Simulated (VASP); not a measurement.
## ZnS: single point with r2SCAN

**The experiment to reproduce.**

A printed reference work, monograph reports, for a bulk crystal of ZnS at 4 K: band gap 3.911 eV (direct).

ZnS:

```
CELL_PARAMETERS angstrom
3.80874 0.00000 0.00000
-1.90437 3.29846 0.00000
0.00000 0.00000 12.46647
ATOMIC_POSITIONS crystal
Zn 0.00000 0.00000 0.00011
Zn 0.00000 0.00000 0.50011
Zn 0.33333 0.66667 0.25007
Zn 0.66667 0.33333 0.75007
S 0.00000 0.00000 0.18724
S 0.00000 0.00000 0.68724
S 0.33333 0.66667 0.43758
S 0.66667 0.33333 0.93758
```

```yaml
Program: VASP 6.6.1
Task: single point
Functional: r2SCAN
Potentials_or_basis: VASP PAW PBE potentials, release 64 (Zn, S)
Cutoff: 520 eV
k_mesh: 6 × 6 × 2
Occupations: gaussian, width 0.02 eV
Spin: no spin polarisation
```

```
Pressure               : 0.0 GPa
Largest force          : 0.008 eV/Å
Band gap on the k mesh : 2.75 eV
```

Forces in eV/Å, atoms in the order of the input:
```
Zn   0.000  0.000 -0.006
Zn   0.000  0.000 -0.006
Zn   0.000  0.000 -0.008
Zn   0.000  0.000 -0.008
S    0.000  0.000  0.007
S    0.000  0.000  0.007
S    0.000  0.000  0.007
S    0.000  0.000  0.007
```

Levels at points of the mesh, in eV from the valence-band top:
| k point | band 34 | band 35 | band 36 | band 37 | band 38 | band 39 |
| --- | --- | --- | --- | --- | --- | --- |
| (0.00, 0.00, 0.00) | -0.04 | 0.00 | 0.00 | 2.75 | 3.72 | 3.95 |
| (0.50, 0.00, 0.00) | -1.64 | -1.15 | -0.91 | 3.74 | 3.76 | 4.17 |
| (0.00, 0.00, 0.50) | -0.15 | -0.15 | -0.15 | 3.57 | 3.57 | 3.86 |
| (0.50, 0.00, 0.50) | -1.55 | -1.14 | -1.14 | 4.09 | 4.09 | 4.50 |

Run time: 7.4 min on 1 thread of Intel(R) Xeon(R) Platinum 8488C (Sapphire Rapids), with other jobs on the host, peak memory 0.32 GiB.

A measured gap of ZnS is 3.911 eV (direct; 4 K; a printed reference work, monograph); the calculated 2.75 eV misses it by -1.16 eV. The value is that of r2SCAN, without temperature or zero-point motion.

Caveat: the PAW data sets were made with another functional, which shifts forces and pressure a little.
